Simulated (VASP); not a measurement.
# Li (Im-3m) in VASP: single point with HSE06

Aim: the single point of Li with HSE06.

Everything below comes from runs of VASP 6.6.1. Logs are shortened: lines on timing, memory, paths and dates and some standing lists are left out, and cuts for length are marked.

### Step 1. Starting point

It takes space group Im-3m (No. 229, cubic). Conventional cell: a = 3.424 Å, b = 3.424 Å, c = 3.424 Å, α = 90.00°, β = 90.00°, γ = 90.00°. Li (site symmetry m-3m) has 8 Li at 2.97 Å as nearest neighbours.

### Step 2. Single point, HSE06

POSCAR

```
Li
1.0
   -1.7122100000      1.7122100000      1.7122100000
    1.7122100000     -1.7122100000      1.7122100000
    1.7122100000      1.7122100000     -1.7122100000
Li
1
Direct
    0.0000000000      0.0000000000      0.0000000000
```

INCAR.step1

```
SYSTEM = Li
ALGO     = Normal         ! electronic algorithm
EDIFF    = 1E-5           ! SCF threshold, eV
ENCUT    = 520            ! plane-wave cutoff, eV
GGA      = PE             ! functional
ISIF     = 2              ! what is computed and relaxed
ISMEAR   = 0              ! smearing method
LASPH    = .True.         ! aspherical terms in the spheres
LCHARG   = .False.        ! write CHGCAR
LREAL    = .False.        ! projectors in reciprocal space
LWAVE    = .True.         ! write WAVECAR
NELM     = 60             ! most SCF steps
PREC     = Accurate       ! precision mode
SIGMA    = 0.1            ! smearing width, eV
```

INCAR.step2

```
SYSTEM = Li
ALGO     = Normal         ! electronic algorithm
EDIFF    = 1E-7           ! SCF threshold, eV
ENCUT    = 520            ! plane-wave cutoff, eV
GGA      = PE             ! functional
HFSCREEN = 0.2            ! screening, 1/A
ISIF     = 2              ! what is computed and relaxed
ISMEAR   = 0              ! smearing method
ISTART   = 1            
LASPH    = .True.         ! aspherical terms in the spheres
LCHARG   = .False.        ! write CHGCAR
LHFCALC  = .True.         ! exact exchange
LREAL    = .False.        ! projectors in reciprocal space
LWAVE    = .False.        ! write WAVECAR
NELM     = 60             ! most SCF steps
PREC     = Accurate       ! precision mode
PRECFOCK = Fast         
SIGMA    = 0.1            ! smearing width, eV
```

KPOINTS

```
k-points
0
Gamma
  8 8 8
  0 0 0
```

Potentials or basis: VASP PAW PBE potentials, release 64 (Li_sv).

Started as:

```console
$ cat potpaw_PBE.64/Li_sv/POTCAR > POTCAR
$ cp INCAR.step1 INCAR
$ mpirun -np 1 vasp_std > vasp.out
$ cp INCAR.step2 INCAR
$ mpirun -np 1 vasp_std > vasp.out
```

OUTCAR:

```text
SYSTEM = Li
   EDIFF = 1E-7
   ENCUT = 520
   GGA = PE
   HFSCREEN = 0.2
   ISIF = 2
   ISMEAR = 0
   ISTART = 1
   LASPH = .True.
   LHFCALC = .True.
   LREAL = .False.
   NELM = 60
   PREC = Accurate
   PRECFOCK = Fast

 ion  position               nearest neighbor table
   1  0.000  0.000  0.000-

  LATTYP: Found a body centered cubic cell.
 ALAT       =     3.4244200000

  Lattice vectors:

 A1 = (  -1.7122100000,   1.7122100000,   1.7122100000)
 A2 = (   1.7122100000,  -1.7122100000,   1.7122100000)
 A3 = (   1.7122100000,   1.7122100000,  -1.7122100000)

Analysis of symmetry for initial positions (statically):
=====================================================================
 Subroutine PRICEL returns:
 Original cell was already a primitive cell.

 Routine SETGRP: Setting up the symmetry group for a
 body centered cubic supercell.

 Subroutine GETGRP returns: Found 48 space group operations
 (whereof 48 operations were pure point group operations)
 out of a pool of 48 trial point group operations.

The static configuration has the point symmetry O_h .

Analysis of symmetry for dynamics (positions and initial velocities):
=====================================================================
 Subroutine PRICEL returns:
 Original cell was already a primitive cell.

 Routine SETGRP: Setting up the symmetry group for a
 body centered cubic supercell.

 Subroutine GETGRP returns: Found 48 space group operations
 (whereof 48 operations were pure point group operations)
 out of a pool of 48 trial point group operations.

The dynamic configuration has the point symmetry O_h .

 Subroutine INISYM returns: Found 48 space group operations
 (whereof 48 operations are pure point group operations),
 and found     1 'primitive' translations

----------------------------------------------------------------------------------------

                                     Primitive cell

  volume of cell :      20.0785

  direct lattice vectors                    reciprocal lattice vectors
    -1.712210000  1.712210000  1.712210000     0.000000000  0.292020255  0.292020255
     1.712210000 -1.712210000  1.712210000     0.292020255  0.000000000  0.292020255
     1.712210000  1.712210000 -1.712210000     0.292020255  0.292020255  0.000000000

  length of vectors
     2.965634713  2.965634713  2.965634713     0.412979004  0.412979004  0.412979004

  position of ions in fractional coordinates (direct lattice)
     0.000000000  0.000000000  0.000000000

  ion indices of the primitive-cell ions
   primitive index   ion index
                 1           1

----------------------------------------------------------------------------------------

 KPOINTS: k-points

Automatic generation of k-mesh.
 Grid dimensions read from file:
 generate k-points for:    8    8    8

 Generating k-lattice:

  Cartesian coordinates                     Fractional coordinates (reciprocal lattice)
     0.000000000  0.036502532  0.036502532     0.125000000  0.000000000  0.000000000
     0.036502532  0.000000000  0.036502532     0.000000000  0.125000000  0.000000000
     0.036502532  0.036502532  0.000000000     0.000000000  0.000000000  0.125000000

  Length of vectors
     0.051622376  0.051622376  0.051622376

  Shift w.r.t. Gamma in fractional coordinates (k-lattice)
     0.000000000  0.000000000  0.000000000

 Subroutine IBZKPT returns following result:
 ===========================================

 Found     29 irreducible k-points:

 Following reciprocal coordinates:
            Coordinates               Weight
  0.000000  0.000000  0.000000      1.000000
  0.125000  0.000000  0.000000     12.000000
  0.250000  0.000000  0.000000     12.000000
  0.375000  0.000000  0.000000     12.000000
  0.500000  0.000000  0.000000      6.000000
  0.125000  0.125000  0.000000     24.000000
[... 16 lines left out ...]
 -0.250000  0.250000  0.250000      6.000000
 -0.375000  0.375000  0.250000     24.000000
 [... further k-points ...]
   k-points           NKPTS =     29   k-points in BZ     NKDIM =    512   number of bands    NBANDS=      5
   number of dos      NEDOS =    301   number of ions     NIONS =      1
   total plane-waves  NPLWV =  13824
   dimension x,y,z NGX =    24 NGY =   24 NGZ =   24
   dimension x,y,z NGXF=    48 NGYF=   48 NGZF=   48
   ions per type =               1
   NGX,Y,Z   is equivalent  to a cutoff of  13.45, 13.45, 13.45 a.u.
   NGXF,Y,Z  is equivalent  to a cutoff of  26.91, 26.91, 26.91 a.u.
 SYSTEM =  Li
   PREC   = accura    normal or accurate (medium, high low for compatibility)
   ISTART =      1    job   : 0-new  1-cont  2-samecut
   ICHARG =      0    charge: 1-file 2-atom 10-const
   ISPIN  =      1    spin polarized calculation?
   LNONCOLLINEAR =      F non collinear calculations
   LSORBIT =      F    spin-orbit coupling
   LASPH  =      T    aspherical Exc in radial PAW
   ENCUT  =  520.0 eV  38.22 Ry    6.18 a.u.   5.51  5.51  5.51*2*pi/ulx,y,z
   NELM   =     60;   NELMIN=  2; NELMDL=  0     # of ELM steps
   EDIFF  = 0.1E-06   stopping-criterion for ELM
   LREAL  =      F    real-space projection
   EDIFFG = 0.1E-05   stopping-criterion for IOM
   NSW    =      0    number of steps for IOM
   IBRION =     -1    ionic relax: 0-MD 1-quasi-New 2-CG
   NFREE  =      0    steps in history (QN), initial steepest desc. (CG)
   ISIF   =      2    stress and relaxation
   ISYM   =      3    0-nonsym 1-usesym 2-fastsym
   POTIM  = 0.5000    time-step for ionic-motion
   TEBEG  =    0.0;   TEEND  =   0.0 temperature during run
   PSTRESS=    0.0 pullay stress
   NELECT =       3.0000    total number of electrons
   NUPDOWN=      -1.0000    fix difference up-down
   EMIN   =  10.00;   EMAX   =-10.00  energy-range for DOS
   EFERMI =   0.00;   METHOD = LEGACY
   ISMEAR =     0;   SIGMA  =   0.10  broadening in eV -4-tet -1-fermi 0-gaus
   EFERMI_NEDOS =   21; number of points for ismear=-14 and -15
   IALGO  =     38    algorithm
   IMIX   =      1    mixing-type and parameters
     AMIX     =   0.40;   BMIX     =  1.00
     AMIX_MAG =   1.60;   BMIX_MAG =  1.00
  volume/ion in A,a.u.               =      20.08       135.50
  Fermi-wavevector in a.u.,A,eV,Ry     =   0.868703  1.641612 10.267578  0.754646
  Thomas-Fermi vector in A             =   1.987420
   LORBIT       =      0    0 simple, 1 ext, 2 COOP (PROOUT), +10 PAW based schemes
   GGA     = PE    functional components
   LHFCALC =     T    Hartree Fock is set to
   PRECFOCK=fast      Normal, Fast or Accurate (Low or Medium for compatibility)
   ENCUT4O =  -1.0   cutoff for four orbital integrals eV
   NKREDX  =     1    reduce k-point grid by
   NKREDY  =     1    reduce k-point grid by
   NKREDZ  =     1    reduce k-point grid by
   AEXX    =    0.2500 exact exchange contribution
   HFSCREEN=    0.2000 screening length (either q_TF or 0.3 A-1)
   HFSCREENC=   0.2000 screening length for correlation (either q_TF or 0.3 A-1)
   ENCUTFOCK=  -1.0 apply spherical cutoff to Coloumb kernel
   IVDW    =     0    specifies the selected vdW correction
   LEPSILON=     F    determine dielectric tensor
   LRPA    =     F    only Hartree local field effects (RPA)
 non-spin polarized calculation
 Gauss-broadening in eV      SIGMA  =   0.10
  energy-cutoff  :      520.00
  volume of cell :       20.08
 maximum number of plane-waves:       555
 NGX is ok and might be reduce to    24
  NGX = 14; NGY = 14; NGZ = 14

 number of electron       3.0000003 magnetization

 Free energy of the ion-electron system (eV)
  ---------------------------------------------------
  ext. energy  EPLUGINS =         0.00000000
  ---------------------------------------------------
  free energy    TOTEN  =        -1.96527753 eV

  energy without entropy =       -1.96106413  energy(sigma->0) =       -1.96317083

 E-fermi :   0.7471     XC(G=0):  -5.9545

 val. band max:        0.6370226020   @ k =   0.2500   0.2500   0.0000
 cond. band min:       0.8130166333   @ k =   0.3750   0.1250   0.0000
 fundamental gap:      0.1759940313
 Fermi energy:         0.7471214820

 k-point     1 :       0.0000    0.0000    0.0000
  band No.  band energies     occupation
      1     -49.5399      2.00000
      2      -3.7333      2.00000
      3      16.2387      0.00000
      4      16.2387      0.00000
      5      16.2388      0.00000

 k-point     2 :       0.1250    0.0000    0.0000
  band No.  band energies     occupation
      1     -49.5366      2.00000
      2      -3.3649      2.00000
      3      14.1697      0.00000
      4      15.0083      0.00000
      5      15.7110      0.00000

 k-point     3 :       0.2500    0.0000    0.0000
  band No.  band energies     occupation
      1     -49.5289      2.00000
      2      -2.2545      2.00000
      3      10.0740      0.00000
      4      13.3387      0.00000
      5      14.5798      0.00000

 k-point     4 :       0.3750    0.0000    0.0000
  band No.  band energies     occupation
      1     -49.5214      2.00000
      2      -0.4681      2.00000
      3       6.3653      0.00000
      4      12.2419      0.00000
      5      13.6702      0.00000

 k-point     5 :       0.5000    0.0000    0.0000
  band No.  band energies     occupation
      1     -49.5184      2.00000
      2       1.0284      0.00007
      3       4.2512      0.00000
      4      11.8679      0.00000
      5      13.3419      0.00000

 k-point     6 :       0.1250    0.1250    0.0000
  band No.  band energies     occupation
      1     -49.5311      2.00000
      2      -2.6238      2.00000
      3      11.9750      0.00000
      4      12.5910      0.00000
      5      14.2897      0.00000
[... 113 lines left out ...]
 k-point    21 :      -0.3750   -0.3750    0.1250
  band No.  band energies     occupation
      1     -49.5136      2.00000
      2       3.6339      0.00000
      3       3.6339      0.00000
      4       7.3647      0.00000
      5      14.3156      0.00000

 k-point    22 :       0.2500    0.2500    0.2500
  band No.  band energies     occupation
      1     -49.5170      2.00000
      2       4.4829      0.00000
      3       4.4829      0.00000
      4       4.4829      0.00000
      5       9.8143      0.00000

 k-point    23 :      -0.2500    0.2500    0.2500
  band No.  band energies     occupation
      1     -49.5203      2.00000
      2      -0.7114      2.00000
      3       9.9557      0.00000
      4       9.9557      0.00000
      5      12.3213      0.00000

 k-point    24 :      -0.3750    0.3750    0.2500
  band No.  band energies     occupation
      1     -49.5144      2.00000
      2       1.1137      0.00000
      3       7.1763      0.00000
      4       8.7962      0.00000
      5      12.2241      0.00000

 [... further k-points ...]
[... 5 lines left out ...]
  --------------------------------------------------------------------------------------
  -------------------------------------------------------------------------------------
  Total        0.0545641      0.0545641      0.0545641      0.0000000      0.0000000      0.0000000
  in kB        4.3539777      4.3539777      4.3539777      0.0000000      0.0000000      0.0000000
  external PRESSURE =       4.3539777 kB  Pullay stress =       0.0000000 kB

 VOLUME and BASIS-vectors are now :
 -----------------------------------------------------------------------------
  energy-cutoff  :      520.00
  volume of cell :       20.08
      direct lattice vectors                 reciprocal lattice vectors
    -1.712210000  1.712210000  1.712210000     0.000000000  0.292020255  0.292020255
     1.712210000 -1.712210000  1.712210000     0.292020255  0.000000000  0.292020255
     1.712210000  1.712210000 -1.712210000     0.292020255  0.292020255  0.000000000

 POSITION                                       TOTAL-FORCE (eV/Angst)
 -----------------------------------------------------------------------------------
      0.00000      0.00000      0.00000        -0.000000      0.000000      0.000000
 -----------------------------------------------------------------------------------
    total drift:                                0.000000      0.000000     -0.000000

  FREE ENERGIE OF THE ION-ELECTRON SYSTEM (eV)
  ---------------------------------------------------
  free  energy   TOTEN  =        -1.9652775301 eV

  energy  without entropy=       -1.9610641306  energy(sigma->0) =       -1.96317083
```

Run time: 36 s. Hardware: 1 thread of Intel Xeon 6975P-C (Granite Rapids), shared host; peak memory 0.23 GiB.

What came out:

| Property | Result |
| --- | --- |
| Free energy | -1.9653 eV |
| Band gap on the k mesh | none (metal or under the smearing width) |

Levels at points of the mesh, in eV from the Fermi level:
```
           k point  band 1  band 2  band 3  band 4  band 5
(0.00, 0.00, 0.00)  -50.29   -4.48   15.49   15.49   15.49
(0.50, 0.00, 0.00)  -50.27    0.28    3.50   11.12   12.59
(0.50, 0.50, 0.50)  -50.25    6.09    6.09    6.09    8.28
```

Caveat: the cutoff is under 1.25 times the usual one of these potentials, so pressure, stress and relaxed cells hold a basis-set (Pulay) error; the PAW data sets were made with another functional, which shifts forces and pressure a little.
